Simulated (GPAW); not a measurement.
Runs of GPAW 26.7.0 on GaSb. It takes space group F-43m (No. 216, cubic). The conventional cell has a = 6.118 Å, b = 6.118 Å, c = 6.118 Å, α = 90.00°, β = 90.00°, γ = 90.00°. Sb (site symmetry -43m) is surrounded by 4 Ga at 2.65 Å. Ga (site symmetry -43m) is surrounded by 4 Sb at 2.65 Å. 

```tsv
task	level	potentials or basis	cell	k mesh	cutoff (eV)	smearing	data set	exx fractions	mesh quality	gap on the mesh (eV)	pressure (GPa)
single point	PBE	GPAW PAW data sets (gpaw-data 1.2.1), pw	as given	6 × 6 × 6	500	fermi-dirac 0.01 eV	-	-	not flagged	0.09	(a)
one-shot levels on a semilocal density	r2SCAN	GPAW PAW data sets (gpaw-data 1.2.1), pw	as given	5 × 5 × 5	500	fermi-dirac 0.001 eV	-	r2SCAN0 0.25, r2SCANh 0.1, r2SCAN50 0.5	coarse	0.51	-
single point	LDA	the program's PAW data sets (release 1.2.1) made for this functional, pw	volume scaled by 1.04	6 × 6 × 6	450	fermi-dirac 0.01 eV	-	-	not flagged	none	-4.3
electron localisation function	r2SCAN	GPAW PAW data sets (gpaw-data 1.2.1), pw	as given	4 × 4 × 4	510	fermi-dirac 0.01 eV	-	-	coarse	0.51	(b)
```

Alike in all rows: no spin polarisation.

Fill in the values left out.

(a) 2.0; (b) 0.1.

Caveats: some runs use coarse meshes; the cutoff is short for stress and forces, so pressures can be off by a GPa or more (some runs); spin-orbit coupling is left out, which moves the levels of the heavy elements (some runs); the PAW data sets were made with another functional, which shifts forces and pressure a little (some runs); energy and the plain gap are those of the semilocal run (some runs); the hybrids' values are one shot on its orbitals and mesh (some runs); an odd mesh through Γ misses points on the zone boundary, where band edges often lie (some runs).

A k mesh can miss the band edges, and the runs leave out spin-orbit coupling on Ga, Sb.

A gap of «none» marks a metal or a gap under the smearing width.
